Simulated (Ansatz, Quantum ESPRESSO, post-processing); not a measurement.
# 1 layers of Mo in Al(111), on the host's sites: ballistic transmission, part 3 of 3

How well does the junction conduct in the ballistic limit? It is: 1 layers of Mo in Al(111), on the host's sites.

Quantum ESPRESSO 7.5; plane-wave DFT, PBE, GBRV ultrasoft pseudopotentials; cross-check by Ansatz 0.2.0 with PAW datasets.

So far. Step 3 (Transmission with pwcond.x): The run is unpolarised; a magnetic state was not tried, may lie lower and would change T. Step 3 (Transmission with pwcond.x): At no point does T exceed the number of channels.

## (4) The open system, with ewind = 1.0

Level of this step: transmission by pwcond, lead and junction from one cell; plane-wave DFT, PBE, GBRV ultrasoft pseudopotentials (Quantum ESPRESSO).

How much does a setting matter? One run is repeated with a change.

Contents of cond.w.in:

```
&inputcond
  outdir = './out'
  prefixt = 'scf'
  tran_file = 'cond.w.dat'
  bdl = 2.4494897419
  bds = 17.1113821993
  ikind = 1
  ewind = 1.0
  epsproj = 1e-05
  nz1 = 7
  energy0 = 0.4
  denergy = -0.4
/
10
  0.00000000 0.00000000 0.01562500
  0.00000000 0.12500000 0.09375000
  0.00000000 0.25000000 0.09375000
  0.00000000 0.37500000 0.09375000
  0.00000000 0.50000000 0.04687500
  0.12500000 0.25000000 0.09375000
  0.12500000 0.37500000 0.18750000
  0.12500000 0.50000000 0.18750000
  0.25000000 0.50000000 0.09375000
  0.25000000 0.62500000 0.09375000
3
```

Command:

```console
> OMP_NUM_THREADS=1 mpirun -n 2 pwcond.x -in cond.w.in > cond.w.out
```

Numbers of over 12 decimals in the logs are rounded to 6 here.

Output:

```text
[banner, memory and clock lines left out]
Program PWCOND v.7.5 starts
[citation notice left out]

[...]
./out/scf.save/

     IMPORTANT: XC functional enforced from input :
     Exchange-correlation= PBE
                           (   1   4   3   4   0   0   0)
     Any further DFT definition will be discarded
     Please, verify this is what you really want

     Reading collected, re-writing distributed wavefunctions

===== INPUT FILE containing all the regions =====

     GEOMETRY:

     lattice parameter (alat)  =       5.3984  a.u.
     the volume                =    2331.3712 (a.u.)^3
     the cross section         =      25.2384 (a.u.)^2
     l of the unit cell        =      17.1114 (alat)
     number of atoms/cell      =           21
     number of atomic types    =            2

     crystal axes: (cart. coord. in units of alat)
               a(1) = (  1.0000  0.0000  0.0000 )
               a(2) = (  0.5000  0.8660  0.0000 )
               a(3) = (  0.0000  0.0000 17.1114 )

   Cartesian axes

     site n.     atom                  positions (alat units)
          1        Al     tau(  1)=(  0.0000  0.0000 17.1114  )
          2        Al     tau(  2)=(  0.5000  0.2887  0.8165  )
          3        Al     tau(  3)=(  1.0000  0.5774  1.6330  )
          4        Al     tau(  4)=(  0.0000  0.0000  2.4495  )
          5        Al     tau(  5)=(  0.5000  0.2887  3.2660  )
          6        Al     tau(  6)=(  1.0000  0.5774  4.0825  )
          7        Al     tau(  7)=(  0.0000  0.0000  4.8990  )
          8        Al     tau(  8)=(  0.5000  0.2887  5.7155  )
          9        Al     tau(  9)=(  1.0000  0.5774  6.5320  )
         10        Mo     tau( 10)=(  0.0000  0.0000  7.3309  )
         11        Al     tau( 11)=(  0.5000  0.2887  8.1299  )
         12        Al     tau( 12)=(  1.0000  0.5774  8.9464  )
         13        Al     tau( 13)=(  0.0000  0.0000  9.7629  )
         14        Al     tau( 14)=(  0.5000  0.2887 10.5794  )
         15        Al     tau( 15)=(  1.0000  0.5774 11.3959  )
         16        Al     tau( 16)=(  0.0000  0.0000 12.2124  )
         17        Al     tau( 17)=(  0.5000  0.2887 13.0289  )
         18        Al     tau( 18)=(  1.0000  0.5774 13.8454  )
         19        Al     tau( 19)=(  0.0000  0.0000 14.6619  )
         20        Al     tau( 20)=(  0.5000  0.2887 15.4784  )
         21        Al     tau( 21)=(  1.0000  0.5774 16.2949  )

     nr1s                      =           24
     nr2s                      =           24
     nr3s                      =          375
     nr1sx                     =           24
     nr2sx                     =           24
     nr3sx                     =          375
     nr1                       =           25
     nr2                       =           25
     nr3                       =          432
     nr1x                      =           25
     nr2x                      =           25
     nr3x                      =          432

 _______________________________
  Radii of nonlocal spheres:

     type       ibeta     ang. mom.          radius (alat units)
       Al         1         0                    0.3554
       Al         2         1                    0.3554
       Al         3         2                    0.3554
       Mo         1         0                    0.4142
       Mo         2         0                    0.4142
       Mo         3         1                    0.4142
       Mo         4         1                    0.4142
       Mo         5         2                    0.4142
       Mo         6         2                    0.4142
----- General information -----

--- T calc. with identical leads (ikind=1) ---

     nrx                       =           24
     nry                       =           24
     nz1                       =            7

     energy0               =         4.0E-01
     denergy               =        -4.0E-01
     nenergy               =          3
     ecut2d                =         4.0E+01
     ewind                 =         1.0E+00
     epsproj               =         1.0E-05

     number of k_|| points=   10
                       cryst. coord.
        k(    1) = (   0.0000000   0.0000000), wk =   0.0156250
        k(    2) = (   0.0000000   0.1250000), wk =   0.0937500
[...]
k(   10) = (   0.2500000   0.6250000), wk =   0.0937500
----- Information about left/right lead -----

     nocros                   =            9
     noins                    =           18
     norb                     =           36
     norbf                    =          180
     nrz                      =           54

      iorb      type   ibeta   ang. mom.   m       position (alat)
        1        1       1        0        1   taunew(   1)=(  0.0000  0.0000  0.0000)
        2        1       2        1        1   taunew(   2)=(  0.0000  0.0000  0.0000)
[...]
36        1       3        2        5   taunew(  36)=(  0.0000  0.0000  2.4495)
    k slab    z(k)  z(k+1)     crossing(iorb=1,norb)
    1   0.0000 0.0454 0.0454   111111111000000000000000000000000000
    2   0.0454 0.0907 0.0454   111111111000000000000000000000000000
[...]
54   2.4041 2.4495 0.0454   000000000000000000000000000111111111
----- Information about scattering region -----

     noins                    =          162
     norb                     =          180
     norbf                    =          180
     nrz                      =          321

      iorb      type   ibeta   ang. mom.   m       position (alat)
        1        1       1        0        1   taunew(   1)=(  0.0000  0.0000  0.0000)
        2        1       2        1        1   taunew(   2)=(  0.0000  0.0000  0.0000)
[...]
180        1       3        2        5   taunew( 180)=(  0.0000  0.0000 14.6619)
 ngper, shell number =           85          11
 ngper, n2d =           85          59
---  E-Ef =    0.4000000  k =    0.0000000   0.0000000
---  ie =          1  ik =          1
 Nchannels of the left tip =            1
 Right moving states:
   k1(2pi/a)   k2(2pi/a)   E-Ef (eV)
   0.0053821   0.0000004   0.4000000
 Left moving states:
   k1(2pi/a)   k2(2pi/a)   E-Ef (eV)
  -0.0053821   0.0000004   0.4000000

 to transmit
 Band j to band i transmissions and reflections:
    j         i     |T_ij|^2    |R_ij|^2

    1 -->     1     0.16228     0.83772
   Total T_j, R_j =    0.16228  0.83772

E-Ef(ev), T(x2 spins) =    0.4000000   0.3245657
---  E-Ef =    0.0000000  k =    0.0000000   0.0000000
---  ie =          2  ik =          1
 Nchannels of the left tip =            1
 Right moving states:
   k1(2pi/a)   k2(2pi/a)   E-Ef (eV)
  -0.0304697   0.0000004   0.0000000
 Left moving states:
   k1(2pi/a)   k2(2pi/a)   E-Ef (eV)
   0.0304697   0.0000004   0.0000000

 to transmit
 Band j to band i transmissions and reflections:
    j         i     |T_ij|^2    |R_ij|^2

    1 -->     1     0.14701     0.85299
   Total T_j, R_j =    0.14701  0.85299

E-Ef(ev), T(x2 spins) =    0.0000000   0.2940267
---  E-Ef =   -0.4000000  k =    0.0000000   0.0000000
---  ie =          3  ik =          1
 Nchannels of the left tip =            1
 Right moving states:
   k1(2pi/a)   k2(2pi/a)   E-Ef (eV)
  -0.0668778   0.0000004  -0.4000000
 Left moving states:
   k1(2pi/a)   k2(2pi/a)   E-Ef (eV)
   0.0668778   0.0000004  -0.4000000

 to transmit
 Band j to band i transmissions and reflections:
    j         i     |T_ij|^2    |R_ij|^2

    1 -->     1     0.13021     0.86979
   Total T_j, R_j =    0.13021  0.86979

E-Ef(ev), T(x2 spins) =   -0.4000000   0.2604215
 ngper, shell number =           85          45
 ngper, n2d =           85          58
[... further energies and points left out ...]
---  E-Ef =    0.4000000  k =    0.2500000   0.6250000
---  ie =          1  ik =         10
 Nchannels of the left tip =            1
 Right moving states:
   k1(2pi/a)   k2(2pi/a)   E-Ef (eV)
   0.2415347   0.0000005   0.4000000
 Left moving states:
   k1(2pi/a)   k2(2pi/a)   E-Ef (eV)
  -0.2415347   0.0000005   0.4000000

 to transmit
 Band j to band i transmissions and reflections:
    j         i     |T_ij|^2    |R_ij|^2

    1 -->     1     0.18133     0.81867
   Total T_j, R_j =    0.18133  0.81867

E-Ef(ev), T(x2 spins) =    0.4000000   0.3626548
---  E-Ef =    0.0000000  k =    0.2500000   0.6250000
---  ie =          2  ik =         10
 Nchannels of the left tip =            1
 Right moving states:
   k1(2pi/a)   k2(2pi/a)   E-Ef (eV)
   0.1731792   0.0000005   0.0000000
 Left moving states:
   k1(2pi/a)   k2(2pi/a)   E-Ef (eV)
  -0.1731792   0.0000005   0.0000000

 to transmit
 Band j to band i transmissions and reflections:
    j         i     |T_ij|^2    |R_ij|^2

    1 -->     1     0.15725     0.84275
   Total T_j, R_j =    0.15725  0.84275

E-Ef(ev), T(x2 spins) =    0.0000000   0.3144993
---  E-Ef =   -0.4000000  k =    0.2500000   0.6250000
---  ie =          3  ik =         10
 Nchannels of the left tip =            1
 Right moving states:
   k1(2pi/a)   k2(2pi/a)   E-Ef (eV)
   0.0848178   0.0000005  -0.4000000
 Left moving states:
   k1(2pi/a)   k2(2pi/a)   E-Ef (eV)
  -0.0848178   0.0000005  -0.4000000

 to transmit
 Band j to band i transmissions and reflections:
    j         i     |T_ij|^2    |R_ij|^2

    1 -->     1     0.00764     0.99236
   Total T_j, R_j =    0.00764  0.99236

E-Ef(ev), T(x2 spins) =   -0.4000000   0.0152782
   T_tot     0.40000      0.17625E+01
   T_tot     0.00000      0.11867E+01
   T_tot    -0.40000      0.12536E+01

[...]
```

It took 42 s on 2 MPI ranks of Arm Neoverse V2, shared host; peak memory 0.2 GiB; 83 s of CPU time.

The changed values were drawn from a wide range, not chosen for quality; the comparison shows what they did here together.

Beside the run it was changed from:

```csv
quantity,this run,unchanged run,difference
"transmission at the Fermi level, one spin",0.5933,0.5928,5.1e-4
"lead channels at the Fermi level, one spin",1.141,1.141,0
wall time (s),42,59,
```

Over all energies T moves by up to 5.1e-4, at 0 eV.

The physical values in this table move by up to 0.086 %.

## (5) Cross-check with Ansatz

As a check, the same structure is run in Ansatz.

Level of this step: plane-wave DFT, PBE, Ansatz PAW (Ansatz 0.2.0).

Contents of input.yaml:

```yaml
crystal:
  lattice:
    - [2.856711396, 0.0, 0.0]
    - [1.428355698, 2.4739846402, 0.0]
    - [0.0, 0.0, 48.882280532]
  atoms:
    - { symbol: Al, position: [0.0, 0.0, 0.0] }
    - { symbol: Al, position: [0.333333333, 0.333333333, 0.0477165767] }
    - { symbol: Al, position: [0.666666667, 0.666666667, 0.0954331534] }
    - { symbol: Al, position: [0.0, 0.0, 0.1431497301] }
    - { symbol: Al, position: [0.333333333, 0.333333333, 0.1908663067] }
    - { symbol: Al, position: [0.666666667, 0.666666667, 0.2385828834] }
    - { symbol: Al, position: [0.0, 0.0, 0.2862994601] }
    - { symbol: Al, position: [0.333333333, 0.333333333, 0.3340160368] }
    - { symbol: Al, position: [0.666666667, 0.666666667, 0.3817326135] }
    - { symbol: Mo, position: [0.0, 0.0, 0.428425135] }
    - { symbol: Al, position: [0.333333333, 0.333333333, 0.4751176565] }
    - { symbol: Al, position: [0.666666667, 0.666666667, 0.5228342332] }
    - { symbol: Al, position: [0.0, 0.0, 0.5705508098] }
    - { symbol: Al, position: [0.333333333, 0.333333333, 0.6182673865] }
    - { symbol: Al, position: [0.666666667, 0.666666667, 0.6659839632] }
    - { symbol: Al, position: [0.0, 0.0, 0.7137005399] }
    - { symbol: Al, position: [0.333333333, 0.333333333, 0.7614171166] }
    - { symbol: Al, position: [0.666666667, 0.666666667, 0.8091336933] }
    - { symbol: Al, position: [0.0, 0.0, 0.8568502699] }
    - { symbol: Al, position: [0.333333333, 0.333333333, 0.9045668466] }
    - { symbol: Al, position: [0.666666667, 0.666666667, 0.9522834233] }
kpoints:
  mp_grid: { grid: [10, 10, 1] }
hamiltonian:
  xc: pbe
scf:
  occupations: { method: fermi_dirac, width: 0.1 }
  convergence: { dr2_threshold: 1.0e-08 }
output:
  transmission: { leads: [[0, 3]], e_range: [-0.4, 0.4], de: 0.4, kmesh: [8, 8] }
  write_potential: true
  write_density: true
  volumetric_format: npy
```

Command:

```console
> ansatz run input.yaml --threads 2 --pin off --max-ram 4096MiB --backend cpu --events-out ev --progress --plain --runs-dir out
```

Output:

```text
Engine: ansatz 0.2.0, aarch64-unknown-linux-gnu
Pseudopotentials: kind: paw
Pseudopotential: Al, paw, valence charge 3, recommended cutoff 420 eV (normal), Al.paw.azcp
Pseudopotential: Mo, paw, valence charge 14, recommended cutoff 420 eV (normal), Mo.paw.azcp
Functional definition: PBE
  parameter kappa = 0.804
  parameter beta = 0.066725
  exchange = pbe_x(kappa = kappa, mu = beta*pi^2/3)
  correlation = pbe_c(beta = beta)
Crystal: 21 atoms, lattice volume = 345.474 Å³
Basis set: ecut = 420 eV, 6775 PW (Γ)
Bands: 58, of which v1, the nominal top of the filled ones, is band 37 counted from 1 (36 counted from 0)
Symmetry: 12 space group operations
Space group: P-3m1 (ITA 164), of the structure as read, at distance tolerance 7.0e-5 Å
k-points: 14 of 100
Non-local potential: Al, projectors of the file, l = 0: 2, l = 1: 2, l = 2: 1
Non-local potential: Mo, projectors of the file, l = 0: 3, l = 1: 2, l = 2: 2, l = 3: 1
PAW form: soft (Blöchl's): semilocal exchange-correlation on the pseudo side does not see the compensation charge
PAW one-centre angular grid: Al, 110 points (default); XC on 64 Gauss nodes
PAW one-centre angular grid: Mo, 590 points (default); XC on 64 Gauss nodes
Initial density: superposition of atomic densities (neutral atoms: chi_scale 0, normalization atom), corrected by the library's trained network
Initial wavefunctions: pseudopotential atomic-orbital guess
Functional: x = pbe(κ = 0.804, μ = 0.219515), c = pbe(β = 0.066725)
SCF iter   1: F=—  HF=-15706.371300 eV  |F-HF|=—  |Δ(HF+E_count)|=         —  Δρ=1.01e-2  dr2=3.11e1  ethr=1.77e-3  ⟨swp⟩=7.9  Hψ=3855  notcnv=0  defer=27
preconditioner: auto → Kerker (q_TF=auto, 2.110 Å⁻¹)  [metal: Δε(μ)=0.018 eV  Ē_g=6.956 eV  σ=0.100 eV  W_gap=0.04  n_scr=32 (ndim 8)  ℏωp=16.2 eV  f_vac=0.000  D(μ)=9.32/eV (n_scr^D=34)]
SCF iter   2: F=—  HF=-15706.251692 eV  |F-HF|=—  |Δ(HF+E_count)|=   1.20e-1  Δρ=4.94e-3  dr2=9.83e0  ethr=1.77e-3  ⟨swp⟩=1.3  Hψ=944  notcnv=0  defer=24
SCF iter   3: F=—  HF=-15706.189962 eV  |F-HF|=—  |Δ(HF+E_count)|=   6.17e-2  Δρ=1.12e-3  dr2=3.61e-1  ethr=1.77e-3  ⟨swp⟩=1.0  Hψ=739  notcnv=0  defer=24
SCF iter   4: F=—  HF=-15706.187696 eV  |F-HF|=—  |Δ(HF+E_count)|=   2.27e-3  Δρ=2.25e-4  dr2=3.34e-3  ethr=4.88e-4  ⟨swp⟩=1.1  Hψ=862  notcnv=0  defer=36
SCF iter   5: F=—  HF=-15706.187712 eV  |F-HF|=—  |Δ(HF+E_count)|=   1.55e-5  Δρ=5.81e-5  dr2=1.88e-4  ethr=4.52e-6  ⟨swp⟩=1.2  Hψ=755  notcnv=0  defer=36
SCF iter   6: F=—  HF=-15706.187716 eV  |F-HF|=—  |Δ(HF+E_count)|=   3.91e-6  Δρ=1.24e-5  dr2=8.30e-6  ethr=2.54e-7  ⟨swp⟩=1.3  Hψ=781  notcnv=0  defer=36
SCF iter   7: F=—  HF=-15706.187722 eV  |F-HF|=—  |Δ(HF+E_count)|=   5.83e-6  Δρ=2.31e-6  dr2=2.98e-7  ethr=1.12e-8  ⟨swp⟩=1.4  Hψ=799  notcnv=0  defer=43
SCF iter   8: F=-15706.187722 eV  HF=-15706.187722 eV  |F-HF|=4.13e-9  |Δ(HF+E_count)|=   7.31e-9  Δρ=3.42e-7  dr2=4.33e-9  ethr=1.35e-11  ⟨swp⟩=14.9  Hψ=3934  notcnv=0
SCF 1 converged in 8 iterations: F = -15706.187722 eV  dr2 = 4.33e-9
  greatest PAW one-centre occupation: 0.998 electrons in one spin orbital (limit 2), on the Mo atom at site 9 (counted from 0), in its partial waves of l = 0
transmission: 62 of 620 steps passed
transmission: 124 of 620 steps passed
[...]
transmission: 620 of 620 steps passed
SCF converged after 8 iterations
Free energy (F): -15706.187722 eV
Harris-Foulkes:  -15706.187722 eV  (|F-HF|=4.13e-9)
Internal energy: -15705.852352 eV  (E = F + TS)
E sigma→0 (E₀):  -15706.020037 eV
Entropy (-TS):   -0.335370 eV (-15.970 meV/atom)
Fermi energy:    8.573941 eV
--- Per-component energies (eV) ---
  E_band       = 21.218580
  E_kinetic    = 895.667390
  E_local      = -12787.097652  (includes V_loc(G=0)·N_el)
  E_nonlocal   = 349.095590
  E_hartree    = 6294.122662
  E_xc         = -977.723463
  E_vxc        = -807.591123  (∫ρ·V_xc dr)
  E_paw        = -12548.040604  (= ΣΔE_a)
  E_vpaw       = -217.092057  (= ΣTr[D̂ρ^β])
  E_aug_tail   = -0.000004  (compensation charges beyond the density's cutoff)
  E_ewald      = 3068.123730
  E_smearing   = -0.335370  (= −TS)
  E_closure    = -0.000000  (closes the sum)
  Σ components = -15706.187722   (vs F -15706.187722, Δ=0.00e0)
--- Band table (eV; the first three rows and the last of 14) ---
  k-point 0: bands = [... 33 lower, 8.3364, 9.3269, 9.9113, 10.3648, 10.3648, 10.9923, 11.5860, 12.7361, ... 17 higher]
  k-point 1: bands = [... 33 lower, 8.5408, 9.3185, 10.1056, 10.1798, 10.2459, 11.3566, 11.7689, 13.0057, ... 17 higher]
  k-point 2: bands = [... 33 lower, 9.2844, 9.3256, 9.9551, 10.4115, 10.6708, 11.6196, 12.1718, 12.3440, ... 17 higher]
  k-point 13: bands = [... 33 lower, 6.7152, 6.8213, 6.8935, 6.9706, 7.0470, 7.0690, 7.1860, 7.1969, ... 17 higher]
--- Transmission ---
  basis      : 61 plane waves across, 62 finite elements along
  points     : 10, standing for a mesh of 8 x 8
  energies   : 3 from -0.400000 to 0.400000 eV about the Fermi level, 0.400000 eV apart; the leads are filled to 0.000000 eV, and channels, transmission and decay are at 0.000000 eV
  crystal 0  : Al3, at the sites [0, 3], period 6.9975 Å, over 46.65 Å; its Hamiltonian steps by up to 7.9 meV
    offset         : up to 0.0000 Å between an atom of the period and one for which it stands
    channels       : 1.140625e0 a spin
    conductance    : none, the energies end too early or step too widely for 300 K: set another output.transmission.e_range or a lower de, or, where they end at an eighth of basis.ecutwfc, a higher one
  junction   : crystal 0 to crystal 0, -2.80 to 39.08 Å
    transmission   : 5.664951e-1 a spin
    conductance    : none, the energies end too early or step too widely for 300 K: set another output.transmission.e_range or a lower de, or, where they end at an eighth of basis.ecutwfc, a higher one
```

It took 16 s on 2 threads; peak memory 0.69 GiB; 31 s of CPU time.

Read from the output:

| Quantity | Value |
| --- | --- |
| free energy | -15706.1877 eV |
| energy at zero smearing | -15706.0200 eV |
| smearing term TS | 0.3354 eV |
| Fermi energy | 8.574 eV |
| symmetry operations | 12 |
| transmission at the Fermi level, one spin | 0.5665 |
| step of the lead's Hamiltonian over a period | 7.9 meV |

Per spin; mean over the k mesh across the current. The transmission, zone mean by energy, zero at the Fermi level:

```csv
energy (eV),"transmission, zone mean"
-0.400,0.727
0.000,0.566
0.400,0.841
```

Per spin; mean over the k mesh across the current. Open channels, zone mean against energy, zero at the Fermi level:

```csv
energy (eV),"open channels, zone mean"
-0.400,1.52
0.000,1.14
0.400,1.42
```

Ansatz finds T = 0.566 against pwcond's 0.593.

## (6) All levels side by side

All levels:

```csv
step,T at the Fermi level (per spin),conductance (G0),r.m.s. T(E) from the first,CPU time of the step (s),peak memory (GiB)
Ansatz,0.5665,-,0,30.62,0.692
pwcond,0.5928,0.5928,0.06395,117.7,0.2
"pwcond, changed setting",0.5933,0.5933,0.06419,83.07,0.2
```

Per spin; mean over the k mesh across the current. The transmission, zone mean by energy, zero at the Fermi level:

```csv
energy (eV),Ansatz,pwcond,"pwcond, changed setting"
-0.400,0.727,0.627,0.627
0.000,0.566,0.593,0.593
0.400,0.841,0.881,0.881
```

## (7) Worked from the printed numbers

The Landauer sum over the mesh, Σ w T = 0.1875 × 0.629 + 0.0938 × 1.03 + 0.1875 × 0.49 + … = 0.5928.

G = 0.593 × 77.48 µS = 45.9 µS a cell. Times the area of 7.067 Å², the resistance-area product is A/G = 1.54 fΩ m², the leads' contact resistance included.

Free electrons at 3 an atom (3 atoms in 49.5 Å³) have k_F = 1.753 1/Å and offer A k_F²/4π = 1.73 channels per spin; the lead has 1.14 on this mesh.

## (8) Outcome

```
conductance from T at the Fermi level, a cell (G₀ = 2e²/h) : 0.593 G₀
conductance per area                                       : 650 S/μm²
lead channels per spin                                     : 1.14
the same conductance by Ansatz                             : 0.566 G₀
```

In words: The junction conducts 0.593 G₀ a cell at the Fermi level (PBE, GBRV ultrasoft). At the Fermi level the junction passes 52 % of what the leads offer. At the Fermi level pwcond and Ansatz differ by 4.6 %, a close match. The mean rests on 10 distinct points, the heaviest weighing 0.19, and the mesh was not tested, so even the second digit is unsure. Over -0.4 to 0.4 eV, T lies between 0.59 and 0.88 per spin. The geometry is as built, not relaxed, and the leads are short.

[Logs are printed without paths, hosts, clocks, repeated set-up lines and the standing remarks that a program may print on its own settings, such as how far it seeks lower states.]

[Hosts, paths, dates, database ids (printed as entryN), source tags and the programs' standing remarks are cut or masked in the printed files.]

[Maps of the electrostatic potential energy from Ansatz leave out the sawtooth potential of an applied field or a dipole correction, so their vacuum need not be flat; planar profiles and work functions include it.]
